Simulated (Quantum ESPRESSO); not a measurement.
# Ti (Im-3m) in Quantum ESPRESSO: notebook, part 2 of 2

Quantum ESPRESSO 7.5. Earlier steps stand in the parts before.

## 3. Phonon dispersion, LDA

pw.in reads:

```
&CONTROL
  calculation = 'scf'
  prefix = 'pwscf'
  outdir = './tmp'
  pseudo_dir = './pseudo'
  tprnfor = .true.
  tstress = .true.
  disk_io = 'low'
/
&SYSTEM
  ibrav = 0
  nat = 1
  ntyp = 1
  ecutwfc = 45
  ecutrho = 360
  nbnd = 12
  occupations = 'smearing'
  smearing = 'mv'
  degauss = 0.01469973
/
&ELECTRONS
  conv_thr = 2d-10
  electron_maxstep = 120
  mixing_beta = 0.5
/
ATOMIC_SPECIES
Ti    47.8670 ti_lda_v1.4.uspp.F.UPF
CELL_PARAMETERS angstrom
  -1.6410000000    1.6410000000    1.6410000000
   1.6410000000   -1.6410000000    1.6410000000
   1.6410000000    1.6410000000   -1.6410000000
ATOMIC_POSITIONS angstrom
Ti     0.0000000000    0.0000000000    0.0000000000
K_POINTS automatic
12 12 12 0 0 0
```

relax.in reads:

```
&CONTROL
  calculation = 'vc-relax'
  prefix = 'pwscf'
  outdir = './tmp'
  pseudo_dir = './pseudo'
  tprnfor = .true.
  tstress = .true.
  disk_io = 'low'
  nstep = 40
  forc_conv_thr = 0.0001
  etot_conv_thr = 1d-06
/
&SYSTEM
  ibrav = 0
  nat = 1
  ntyp = 1
  ecutwfc = 45
  ecutrho = 360
  nbnd = 12
  occupations = 'smearing'
  smearing = 'mv'
  degauss = 0.01469973
/
&ELECTRONS
  conv_thr = 2d-10
  electron_maxstep = 120
  mixing_beta = 0.5
/
&IONS
  ion_dynamics = 'bfgs'
/
&CELL
  cell_dynamics = 'bfgs'
  press = 0
  press_conv_thr = 0.2
/
ATOMIC_SPECIES
Ti    47.8670 ti_lda_v1.4.uspp.F.UPF
CELL_PARAMETERS angstrom
  -1.6410000000    1.6410000000    1.6410000000
   1.6410000000   -1.6410000000    1.6410000000
   1.6410000000    1.6410000000   -1.6410000000
ATOMIC_POSITIONS angstrom
Ti     0.0000000000    0.0000000000    0.0000000000
K_POINTS automatic
12 12 12 0 0 0
```

scf2.in reads:

```
&CONTROL
  calculation = 'scf'
  prefix = 'pwscf'
  outdir = './tmp'
  pseudo_dir = './pseudo'
  tprnfor = .true.
  tstress = .true.
  disk_io = 'low'
/
&SYSTEM
  ibrav = 0
  nat = 1
  ntyp = 1
  ecutwfc = 45
  ecutrho = 360
  nbnd = 12
  occupations = 'smearing'
  smearing = 'mv'
  degauss = 0.01469973
/
&ELECTRONS
  conv_thr = 1d-13
  electron_maxstep = 120
  mixing_beta = 0.5
  startingpot = 'file'
  startingwfc = 'file'
/
ATOMIC_SPECIES
Ti    47.8670 ti_lda_v1.4.uspp.F.UPF
CELL_PARAMETERS angstrom
  -1.5824396430    1.5824396430    1.5824396430
   1.5824396430   -1.5824396430    1.5824396430
   1.5824396430    1.5824396430   -1.5824396430
ATOMIC_POSITIONS angstrom
Ti     0.0000000000    0.0000000000    0.0000000000
K_POINTS automatic
12 12 12 0 0 0
```

ph.in reads:

```
phonon_bands of Ti
&INPUTPH
  prefix = 'pwscf'
  outdir = './tmp'
  tr2_ph = 1d-18
  fildyn = 'dyn'
  niter_ph = 90
  alpha_mix(1) = 0.4
  ldisp = .true.
  nq1 = 3
  nq2 = 3
  nq3 = 3
/
```

q2r.in reads:

```
&INPUT
  fildyn = 'dyn'
  zasr = 'crystal'
  flfrc = 'fc'
/
```

matdyn.in reads:

```
&INPUT
  asr = 'crystal'
  flfrc = 'fc'
  flfrq = 'freq'
  q_in_cryst_coord = .true.
  flvec = ' '
/
80
 0.0000000000  0.0000000000  0.0000000000
 0.0312500000 -0.0312500000  0.0312500000
 0.0625000000 -0.0625000000  0.0625000000
 0.0937500000 -0.0937500000  0.0937500000
 0.1250000000 -0.1250000000  0.1250000000
 0.1562500000 -0.1562500000  0.1562500000
 0.1875000000 -0.1875000000  0.1875000000
 0.2187500000 -0.2187500000  0.2187500000
 0.2500000000 -0.2500000000  0.2500000000
 0.2812500000 -0.2812500000  0.2812500000
 0.3125000000 -0.3125000000  0.3125000000
 0.3437500000 -0.3437500000  0.3437500000
 0.3750000000 -0.3750000000  0.3750000000
 0.4062500000 -0.4062500000  0.4062500000
 0.4375000000 -0.4375000000  0.4375000000
 0.4687500000 -0.4687500000  0.4687500000
 0.5000000000 -0.5000000000  0.5000000000
 0.4545454545 -0.4545454545  0.5000000000
 0.4090909091 -0.4090909091  0.5000000000
 0.3636363636 -0.3636363636  0.5000000000
 0.3181818182 -0.3181818182  0.5000000000
 0.2727272727 -0.2727272727  0.5000000000
 0.2272727273 -0.2272727273  0.5000000000
 0.1818181818 -0.1818181818  0.5000000000
 0.1363636364 -0.1363636364  0.5000000000
 0.0909090909 -0.0909090909  0.5000000000
 0.0454545455 -0.0454545455  0.5000000000
 0.0000000000  0.0000000000  0.5000000000
 0.0000000000  0.0000000000  0.4583333333
 0.0000000000  0.0000000000  0.4166666667
 0.0000000000  0.0000000000  0.3750000000
 0.0000000000  0.0000000000  0.3333333333
 0.0000000000  0.0000000000  0.2916666667
 0.0000000000  0.0000000000  0.2500000000
 0.0000000000  0.0000000000  0.2083333333
 0.0000000000  0.0000000000  0.1666666667
 0.0000000000  0.0000000000  0.1250000000
 0.0000000000  0.0000000000  0.0833333333
 0.0000000000  0.0000000000  0.0416666667
 0.0000000000  0.0000000000  0.0000000000
 0.0166666667  0.0166666667  0.0166666667
 0.0333333333  0.0333333333  0.0333333333
 0.0500000000  0.0500000000  0.0500000000
 0.0666666667  0.0666666667  0.0666666667
 0.0833333333  0.0833333333  0.0833333333
 0.1000000000  0.1000000000  0.1000000000
 0.1166666667  0.1166666667  0.1166666667
 0.1333333333  0.1333333333  0.1333333333
 0.1500000000  0.1500000000  0.1500000000
 0.1666666667  0.1666666667  0.1666666667
 0.1833333333  0.1833333333  0.1833333333
 0.2000000000  0.2000000000  0.2000000000
 0.2166666667  0.2166666667  0.2166666667
 0.2333333333  0.2333333333  0.2333333333
 0.2500000000  0.2500000000  0.2500000000
 0.2666666667  0.2000000000  0.2666666667
 0.2833333333  0.1500000000  0.2833333333
 0.3000000000  0.1000000000  0.3000000000
 0.3166666667  0.0500000000  0.3166666667
 0.3333333333  0.0000000000  0.3333333333
 0.3500000000 -0.0500000000  0.3500000000
 0.3666666667 -0.1000000000  0.3666666667
 0.3833333333 -0.1500000000  0.3833333333
 0.4000000000 -0.2000000000  0.4000000000
 0.4166666667 -0.2500000000  0.4166666667
 0.4333333333 -0.3000000000  0.4333333333
 0.4500000000 -0.3500000000  0.4500000000
 0.4666666667 -0.4000000000  0.4666666667
 0.4833333333 -0.4500000000  0.4833333333
 0.5000000000 -0.5000000000  0.5000000000
 0.2500000000  0.2500000000  0.2500000000
 0.2222222222  0.2222222222  0.2777777778
 0.1944444444  0.1944444444  0.3055555556
 0.1666666667  0.1666666667  0.3333333333
 0.1388888889  0.1388888889  0.3611111111
 0.1111111111  0.1111111111  0.3888888889
 0.0833333333  0.0833333333  0.4166666667
 0.0555555556  0.0555555556  0.4444444444
 0.0277777778  0.0277777778  0.4722222222
 0.0000000000  0.0000000000  0.5000000000
```

matdyn_dos.in reads:

```
&INPUT
  asr = 'crystal'
  flfrc = 'fc'
  dos = .true.
  fldos = 'phdos'
  nk1 = 18
  nk2 = 18
  nk3 = 18
  deltaE = 1
  flvec = ' '
  flfrq = ' '
/
```

matdyn_mesh.in reads:

```
&INPUT
  asr = 'crystal'
  flfrc = 'fc'
  flfrq = 'mesh'
  q_in_cryst_coord = .true.
  flvec = ' '
/
1000
 0.05000000  0.05000000  0.05000000
 0.05000000  0.05000000  0.15000000
 0.05000000  0.05000000  0.25000000
[... 997 further points of the even 10 x 10 x 10 mesh, shifted by half a step ...]
```

Potentials or basis: GBRV 1.5 LDA.

Launch:

```console
$ OMP_NUM_THREADS=1 pw.x -in pw.in > pw.out
$ OMP_NUM_THREADS=1 pw.x -in relax.in > relax.out
$ OMP_NUM_THREADS=1 pw.x -in scf2.in > scf2.out
$ OMP_NUM_THREADS=1 ph.x -in ph.in > ph.out
$ OMP_NUM_THREADS=1 q2r.x -in q2r.in > q2r.out
$ OMP_NUM_THREADS=1 matdyn.x -in matdyn.in > matdyn.out
$ OMP_NUM_THREADS=1 matdyn.x -in matdyn_dos.in > matdyn_dos.out
$ OMP_NUM_THREADS=1 matdyn.x -in matdyn_mesh.in > matdyn_mesh.out
```

pw.out:

```text
This program is part of the open-source Quantum ESPRESSO suite
     for quantum simulation of materials; please cite
[... 9 lines left out ...]
     --------------------
     sticks:   dense  smooth     PW     G-vecs:    dense   smooth      PW
     Sum         781     391    155                13811     4897    1205

     Using Slab Decomposition

     bravais-lattice index     =            0
     lattice parameter (alat)  =       5.3712  a.u.
     unit-cell volume          =     119.2840 (a.u.)^3
     number of atoms/cell      =            1
     number of atomic types    =            1
     number of electrons       =        12.00
     number of Kohn-Sham states=           12
     kinetic-energy cutoff     =      45.0000  Ry
     charge density cutoff     =     360.0000  Ry
     scf convergence threshold =      2.0E-10
     mixing beta               =       0.5000
[... 205 lines left out ...]
     ethr =  3.38E-12,  avg # of iterations =  2.0

     negative rho (up, down):  3.304E-04 0.000E+00

     End of self-consistent calculation

          k = 0.0000 0.0000 0.0000 (   603 PWs)   bands (ev):

   -43.3724 -19.5515 -19.5515 -19.5515   6.7252  13.5069  13.5069  13.5069
    15.2514  15.2514  29.9470  29.9470
[... 353 lines left out ...]
   -43.1518 -20.0055 -20.0055 -20.0055  10.5182  10.5182  16.4113  16.4113
    16.4113  20.8017  20.8017  20.8017

     the Fermi energy is    12.5619 ev

!    total energy              =    -119.22812273 Ry
     estimated scf accuracy    <          1.2E-11 Ry
     smearing contrib. (-TS)   =       0.00025109 Ry
     internal energy E=F+TS    =    -119.22837381 Ry

     The total energy is F=E-TS. E is the sum of the following terms:
     one-electron contribution =     -41.40243763 Ry
     hartree contribution      =      24.50560951 Ry
     xc contribution           =     -17.83577649 Ry
     ewald contribution        =     -84.49576921 Ry

     convergence has been achieved in   9 iterations

     negative rho (up, down):  3.304E-04 0.000E+00

     Forces acting on atoms (cartesian axes, Ry/au):

     atom    1 type  1   force =     0.00000000    0.00000000    0.00000000

     Total force =     0.000000     Total SCF correction =     0.000000

     Computing stress (Cartesian axis) and pressure

     negative rho (up, down):  3.304E-04 0.000E+00
          total   stress  (Ry/bohr**3)                   (kbar)     P=     -110.24
  -0.00074940  -0.00000000  -0.00000000         -110.24       -0.00       -0.00
  -0.00000000  -0.00074940  -0.00000000           -0.00     -110.24       -0.00
  -0.00000000  -0.00000000  -0.00074940           -0.00       -0.00     -110.24

=------------------------------------------------------------------------------=
   JOB DONE.
=------------------------------------------------------------------------------=
```

relax.out:

```text
This program is part of the open-source Quantum ESPRESSO suite
     for quantum simulation of materials; please cite
[... 9 lines left out ...]
     --------------------
     sticks:   dense  smooth     PW     G-vecs:    dense   smooth      PW
     Sum         781     391    155                13811     4897    1205
[... 3209 lines left out ...]
  -0.00000007   0.00000000   0.00000000           -0.01        0.00        0.00
   0.00000000  -0.00000007   0.00000000            0.00       -0.01        0.00
   0.00000000   0.00000000  -0.00000007            0.00        0.00       -0.01

=------------------------------------------------------------------------------=
   JOB DONE.
=------------------------------------------------------------------------------=
```

It took 14 min on 1 thread of Arm Neoverse V2, shared host; peak memory 0.09 GiB.

What came out:

| Item | Value |
| --- | --- |
| Free energy | -1622.2490 eV |
| Relaxed volume | 15.85 Å³/atom |
| Relaxed cell | a = 2.741 Å, b = 2.741 Å, c = 2.741 Å, α = 109.47°, β = 109.47°, γ = 109.47° |
| Space group after relaxing (to 0.05 Å) | Im-3m (No. 229) |
| Pressure after relaxing | 0.0 GPa |
| Band gap on the k mesh | none (metal or under the smearing width) |
| Highest phonon frequency | 230 cm⁻¹ |
| Most unstable mode | 142i cm⁻¹ |

Step by step:
```
step  energy change (eV)  largest force (eV/Å)  pressure (GPa)  volume (Å³)
   1              0.0000                0.0000          -11.02        17.68
   2             -0.0519                0.0000           -5.85        16.70
   3             -0.0675                0.0000            1.01        15.72
   4             -0.0680                0.0000           -0.06        15.86
   5             -0.0680                0.0000            0.00        15.85
```

Final structure:
```
Ti
1.0
    -1.58244    1.58244    1.58244
     1.58244   -1.58244    1.58244
     1.58244    1.58244   -1.58244
Ti
1
Direct
  0.00000 0.00000 0.00000
```

Levels at points of the mesh, in eV from the Fermi level:
```tsv
k point	band 2	band 3	band 4	band 5	band 6	band 7	band 8	band 9	band 10	band 11
(0.00, 0.00, 0.00)	-31.76	-31.76	-31.76	-6.02	1.05	1.05	1.05	3.04	3.04	18.18
(0.00, 0.00, -0.50)	-32.69	-32.04	-31.76	-2.66	-0.52	1.56	3.05	3.44	4.82	9.88
(-0.50, -0.50, -0.50)	-32.39	-32.39	-32.39	-2.42	-2.42	4.41	4.41	4.41	9.18	9.18
```

Phonon frequencies in cm⁻¹ (negative: imaginary):
| q point | frequencies |
| --- | --- |
| (0.000, 0.000, 0.000) | 0 0 0 |
| (0.219, -0.219, 0.219) | 142 142 156 |
| (0.438, -0.438, 0.438) | 225 225 226 |
| (0.273, -0.273, 0.500) | 192 196 205 |
| (0.000, 0.000, 0.458) | -111 115 196 |
| (0.000, 0.000, 0.167) | -80 73 137 |
| (0.050, 0.050, 0.050) | -42 -42 117 |
| (0.167, 0.167, 0.167) | -124 -124 179 |
| (0.283, 0.150, 0.283) | -134 -84 -84 |
| (0.400, -0.200, 0.400) | 188 188 192 |
| (0.250, 0.250, 0.250) | -120 -120 -120 |
| (0.056, 0.056, 0.444) | -118 100 184 |

Phonon frequencies at the corners of the path (cm⁻¹, interpolated; i marks imaginary ones):
```
point     frequencies
    Γ           0 0 0
    H     230 230 230
    N    110i 115 196
    P  120i 120i 120i
```

Phonon states per cell in windows of 20 cm⁻¹ (negative: imaginary):
| from (cm⁻¹) | total |
| --- | --- |
| -160 | 0.00 |
| -140 | 0.10 |
| -120 | 0.19 |
| -100 | 0.15 |
| -80 | 0.10 |
| -60 | 0.07 |
| -40 | 0.06 |
| -20 | 0.06 |
| 0 | 0.06 |
| 20 | 0.07 |
| 40 | 0.08 |
| 60 | 0.11 |
| 80 | 0.16 |
| 100 | 0.21 |
| 120 | 0.20 |
| 140 | 0.21 |
| 160 | 0.27 |
| 180 | 0.66 |
| 200 | 0.20 |
| 220 | 0.04 |

Caveat: some modes are imaginary; the q mesh is small, so phonon branches between its points and thermal values are rough.
